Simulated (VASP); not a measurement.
CdSe:

```
Cd Se
1.0
     0.00000    3.07027    3.07027
     3.07027    0.00000    3.07027
     3.07027    3.07027    0.00000
Cd Se
1 1
Direct
  0.00000 0.00000 0.00000
  0.25000 0.25000 0.25000
```

Measurements of this composition are mostly on another form, of space group No. 186.

```yaml
Program: VASP 6.6.1
Task: relaxation of cell and atoms
Functional: PBEsol0
Potentials_or_basis: VASP PAW PBE potentials, release 64 (Cd, Se)
Cutoff: 600 eV
k_mesh: 4 × 4 × 4
Occupations: fermi-dirac, width 0.05 eV
Spin: no spin polarisation
```

At the start: pressure -1.7 GPa; volume 28.94 Å³/atom.

Q: How do energy, volume and symmetry change on relaxing?

A: Over 3 steps the energy falls by 5.1 meV/atom and the volume is 28.02 Å³/atom (-3.2 %); space group F-43m (No. 216, to 0.05 Å).

Step by step:
```csv
step,energy change (eV),largest force (eV/Å),pressure (GPa),volume (Å³)
1,0.0000,0.0000,-1.74,57.88
2,-0.0085,0.0000,0.75,55.29
3,-0.0102,0.0000,-0.01,56.03
```

Final structure:
```cif
data_structure
_symmetry_space_group_name_H-M 'P 1'
_symmetry_Int_Tables_number 1
_cell_length_a 4.2952
_cell_length_b 4.2952
_cell_length_c 4.2952
_cell_angle_alpha 60.000
_cell_angle_beta 60.000
_cell_angle_gamma 60.000
_cell_volume 56.03
loop_
_atom_site_label
_atom_site_type_symbol
_atom_site_fract_x
_atom_site_fract_y
_atom_site_fract_z
_atom_site_occupancy
Cd1 Cd 0.00000 0.00000 0.00000 1
Se1 Se 0.25000 0.25000 0.25000 1
```

Caveat: the k mesh is coarse (spacing up to 0.44 Å⁻¹), so the values aren't converged, least of all with exact exchange; the PAW data sets were made with another functional, which shifts forces and pressure a little.
